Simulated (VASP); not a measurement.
**KF: single point with revPBE**

The system is KF.

```
K F
1.0
     0.00000    2.65441    2.65441
     2.65441    0.00000    2.65441
     2.65441    2.65441    0.00000
K F
1 1
Direct
  0.05400 0.87400 0.47900
  0.55400 0.37400 0.97900
```

The cell is a database's computed one.

```json
{
  "Program": "VASP 6.6.1",
  "Task": "single point",
  "Functional": "revPBE",
  "Potentials or basis": "VASP PAW PBE potentials, release 64 (K_sv, F)",
  "Cutoff": "520 eV",
  "k mesh": "6 × 6 × 6",
  "Occupations": "gaussian, width 0.1 eV",
  "Spin": "no spin polarisation",
  "Dipole correction": "no",
  "Further INCAR settings": "ALGO = Normal; EDIFF = 1e-07; NBANDS = 15"
}
```

```json
{
  "Pressure": "4.4 GPa",
  "Band gap on the k mesh": "6.58 eV, direct"
}
```

Levels at points of the mesh, in eV from the valence-band top:
| k point | band 5 | band 6 | band 7 | band 8 | band 9 | band 10 | band 11 | band 12 |
| --- | --- | --- | --- | --- | --- | --- | --- | --- |
| (0.00, 0.00, 0.00) | -9.44 | 0.00 | 0.00 | 0.00 | 6.58 | 10.83 | 10.83 | 10.83 |
| (0.50, 0.00, 0.00) | -9.47 | -0.78 | -0.36 | -0.36 | 9.37 | 11.07 | 12.22 | 12.22 |
| (0.50, 0.50, 0.00) | -9.65 | -0.20 | -0.05 | -0.05 | 8.43 | 10.53 | 12.30 | 13.70 |

Run time: 12 s on 1 thread of Intel(R) Xeon(R) Platinum 8488C (Sapphire Rapids), on a shared host, peak memory 0.15 GiB.

Caveat: the PAW data sets were made with another functional, which shifts forces and pressure a little. As with any semilocal functional, this revPBE gap is likely too small.
